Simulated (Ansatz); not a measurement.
Sn: relaxation of cell and atoms

These are results of DFT, PBE, PAW with Ansatz's default frozen-core files, scalar-relativistic in Ansatz 0.2.0, not measurements.

Command: `ansatz run input.yaml --threads 1 --pin off --max-ram 2048MiB --backend cpu --events-out ev --progress --plain --runs-dir out` The run took 8.7 s on 1 thread of Arm Neoverse V1, with other jobs on the host.

```yaml
crystal:
  lattice:
    - [2.933171424, 0.0, 0.0]
    - [0.0, 2.933171424, 0.0]
    - [0.0, 0.0, 2.933171424]
  atoms:
    - { symbol: Sn, position: [0.0, 0.0, 0.0] }
kpoints:
  mp_grid: { grid: [14, 14, 14] }
scf:
  occupations: { method: fermi_dirac, width: 0.03 }
hamiltonian:
  xc: pbe
  pseudopotentials: { kind: paw }
output:
  forces: true
  stress: true
relax:
  f_tol: 0.005
  max_steps: 80
  cell: {}
```

No spin–orbit coupling, which matters for the heavy atoms here.

The cell is built from the sc type as a first guess.

The cutoff is 420 eV; energies and pressures of the walk include the program's estimate of the Pulay term.

Each frame lists the cell vectors (Å), then Cartesian positions (Å); symmetry keeps all forces zero. Free energies count from the first step, -6024.0258 eV.

The walk took 5 evaluations in all; steps that aren't listed are left out.

Step 1: E = 0.0 meV, P = 10.34 GPa

```
cell 2.9332 0.0000 0.0000 0.0000 2.9332 0.0000 0.0000 0.0000 2.9332
Sn    0.0000    0.0000    0.0000
```

Step 2: E = -114.9 meV, P = 0.53 GPa

```
cell 3.0762 0.0000 0.0000 0.0000 3.0762 0.0000 0.0000 0.0000 3.0762
Sn    0.0000    0.0000    0.0000
```

(1) How does the relaxation end?

Answers

(1) It converges, with a = 3.088 Å, b = 3.088 Å, c = 3.088 Å, α = 90.00°, β = 90.00°, γ = 90.00° (conventional cell, space group Pm-3m). The last solve (on a basis chosen afresh for the final cell, so its energy is not quite comparable) gives E = -116.2 meV, P = -0.02 GPa:
```
cell 3.0877 0.0000 0.0000 0.0000 3.0877 0.0000 0.0000 0.0000 3.0877
Sn    0.0000    0.0000    0.0000
```
